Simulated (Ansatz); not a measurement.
# Si2Ni (Fm-3m) in Ansatz: a run that goes wrong, beside a sound one

A flawed run on Si2Ni and a sound one for comparison.

Everything below comes from runs of Ansatz 0.2.0. Logs are shortened: lines on timing, memory, paths and dates and some standing lists are left out, and cuts for length are marked.

### Step 1. Starting point

It takes space group Fm-3m (No. 225, cubic). Conventional cell: a = 5.406 Å, b = 5.406 Å, c = 5.406 Å, α = 90.00°, β = 90.00°, γ = 90.00°. Around Ni (site symmetry m-3m) lie 8 Si at 2.34 Å. Si (site symmetry -43m) has 4 Ni at 2.34 Å as nearest neighbours.

### Step 2. A run with an altered input

run.py reads:

```python
import json

import ase.io
import numpy as np
from ase.calculators.calculator import CalculationFailed, Calculator
from ase.stress import full_3x3_to_voigt_6_stress
from ase.units import GPa

import ansatz as az

class AnsatzCalculator(Calculator):
    implemented_properties = ["energy", "free_energy", "forces", "stress", "magmom"]

    def calculate(self, atoms, properties, system_changes):
        super().calculate(atoms, properties, system_changes)
        structure = atoms.copy()
        structure.set_constraint()
        structure.set_momenta(None)
        structure.set_masses(None)
        outcome = (
            az.Crystal.from_ase(structure)
            .calculation()
            .basis(xc_grid=2)
            .kpoints(9, 9, 9)
            .functional("pbe")
            .pseudopotentials(kind="ultrasoft", partial_waves="polarizable")
            .hubbard(projectors="ortho-atomic", double_counting="amf")
            .hubbard("Ni", "d", u_eff=7.0)
            .spin("collinear")
            .scf(tolerance=2e-10)
            .occupations(method="fermi_dirac", width=0.1)
            .forces()
            .stress()
            .run(threads=2)
        )
        if not outcome.report["converged"]:
            raise CalculationFailed("SCF not converged")
        report = outcome.report
        self.results = {
            "free_energy": report["lagrangian_ev"],
            "energy": report["lagrangian_ev"],
            "forces": np.array(report["forces_ev_ang"]),
            "stress": -GPa * full_3x3_to_voigt_6_stress(report["stress_gpa"]),
            "magmom": report["magnetization_mub"],
        }

np.set_printoptions(precision=5, suppress=True, linewidth=110)
atoms = ase.io.read("POSCAR", format="vasp")
atoms.set_initial_magnetic_moments([1.0, 0.0, 0.0])
atoms.calc = AnsatzCalculator()
print(f"free energy {atoms.get_potential_energy():.6f} eV")
print("forces (eV/A)", atoms.get_forces(), sep="\n")
print("stress (GPa, Voigt, tension positive)", atoms.get_stress() / GPa, sep="\n")
print(f"moment {atoms.get_magnetic_moment():.4f} muB")
```

POSCAR reads:

```
Si2Ni
1.0
    0.0000000000      2.7030000000      2.7030000000
    2.7030000000      0.0000000000      2.7030000000
    2.7030000000      2.7030000000      0.0000000000
Ni Si
1 2
Direct
    0.0000000000      0.0000000000      0.0000000000
    0.7500000000      0.7500000000      0.7500000000
    0.2500000000      0.2500000000      0.2500000000
```

Potentials or basis: Ansatz PAW polarizable.

On the command line:

```console
> python run.py
```

What it wrote:

```text
Traceback (most recent call last):
  File "run.py", line 53, in <module>
  File "run.py", line 27, in calculate
  [frames inside libraries left out]
ansatz.errors.InputError: .pseudopotentials('ultrasoft'): not one of nc, nc_fr, paw, paw_fr, all_electron  [hamiltonian.pseudopotentials.kind]
```

Wall time 0.6 s (2 threads of Arm Neoverse V2, shared host); peak memory 0.15 GiB.

The input was rejected before any iteration. The fault, put in on purpose: an unknown kind of pseudopotential (script = .pseudopotentials(kind="ultrasoft", partial_waves="polarizable")).

### Step 3. Single point, PBE+U, collinear spin, ferromagnetic start

run.py, as its differences from that of step 2:

```diff
@@ -26,8 +26,8 @@
             .functional("pbe")
-            .pseudopotentials(kind="ultrasoft", partial_waves="polarizable")
-            .hubbard(projectors="ortho-atomic", double_counting="amf")
-            .hubbard("Ni", "d", u_eff=7.0)
+            .pseudopotentials(kind="nc")
+            .hubbard(double_counting="fll")
+            .hubbard("Ni", "d", u_eff=5.3)
             .spin("collinear")
             .scf(tolerance=2e-10)
-            .occupations(method="fermi_dirac", width=0.1)
+            .occupations(method="fermi_dirac", width=0.15)
             .forces()
```

POSCAR is that of step 2.

Potentials or basis: Ansatz NC.

On the command line:

```console
> python run.py
```

Wall time 8.3 s (2 threads of Arm Neoverse V2, shared host); peak memory 0.72 GiB.

It converged, with:

| Property | Result |
| --- | --- |
| Free energy | -4864.9999 eV |
| Pressure | 3.2 GPa |
| Net moment | 0.00 μB per cell |
| Absolute moment | 0.00 μB per cell |

Eigenvalues of the final occupation matrices:
```csv
site,spin,trace,eigenvalues
site 1,1,4.50,0.87 0.87 0.87 0.95 0.95
site 1,2,4.50,0.87 0.87 0.87 0.95 0.95
```

Caveat: the magnetic or orbital state may not be the lowest; the U is typed as a test and isn't derived for this compound; the starting moments weren't kept. The state reached can hang on the start; a lower one may exist.
